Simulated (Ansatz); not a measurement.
Set up this calculation in Ansatz 0.2.0, as the native input.

```
Task                : single point
Functional          : PBE
Potentials or basis : all-electron LAPW, scalar-relativistic
Cutoff              : 446 eV (chosen from the basis error)
Basis error allowed : 0.001 eV/atom
k mesh              : 7 × 7 × 7
Occupations         : fermi-dirac, width 0.05 eV
Spin                : no spin polarisation
```

The system is BaTiO3.

```xyz
5
Lattice="2.8274 1.6324 2.3184 -2.8274 1.6324 2.3184 0.0000 -3.2648 2.3184" Properties=species:S:1:pos:R:3 pbc="T T T"
Ba   -0.0133   -0.0570   -0.0314
Ti    0.0298   -0.0136    3.3333
O     1.4171   -0.8379    2.4026
O    -1.4111   -0.7929    2.4460
O    -0.0089    1.6263    2.4086
```

The cell isn't the ideal one: atoms moved at random, drawn with an rms of 0.05 Å.

One way to write it, as run:

input.yaml

```yaml
crystal:
  lattice:
    - [2.8273666084, 1.6323808724, 2.3183934932]
    - [-2.8273666084, 1.6323808724, 2.3183934932]
    - [0.0, -3.2647617449, 2.3183934932]
  atoms:
    - { symbol: Ba, position: [-0.012677, -0.007979, 0.007118] }
    - { symbol: Ti, position: [0.483124, 0.472588, 0.482033] }
    - { symbol: O, position: [0.510502, 0.00929, 0.516531] }
    - { symbol: O, position: [0.021182, 0.520255, 0.513586] }
    - { symbol: O, position: [0.510776, 0.51392, 0.01422] }
kpoints:
  mp_grid: { grid: [7, 7, 7] }
scf:
  occupations: { method: fermi_dirac, width: 0.05 }
hamiltonian:
  xc: pbe
  pseudopotentials: { kind: all_electron, lapw: { basis_error: 0.001 } }
output:
  forces: true
  stress: true
  eigenvalues: true
  populations: true
```

Potentials or basis: all-electron LAPW, scalar-relativistic.

Command:

```bash
$ ansatz run input.yaml --threads 4 --pin off --max-ram 12288MiB --backend cpu --events-out ev --progress --plain --runs-dir out
```

Results of the run:

| Property | Result |
| --- | --- |
| Pressure | 5.3 GPa |
| Largest force | 0.534 eV/Å |
| Band gap on the k mesh | 2.61 eV, indirect (least direct gap 2.99 eV) |
| Loewdin charges | Ba +1.79; Ti +1.20; O -0.87, -0.88, -0.89 e |

Caveat: the atomic charges don't sum to the cell's charge; spin-orbit coupling is left out, which moves the levels of the heavy elements; an odd mesh through Γ misses points on the zone boundary, where band edges often lie.

Wall time 5.9 min on 4 threads of AMD EPYC (Zen 3) (shared host), peak memory 1.6 GiB.
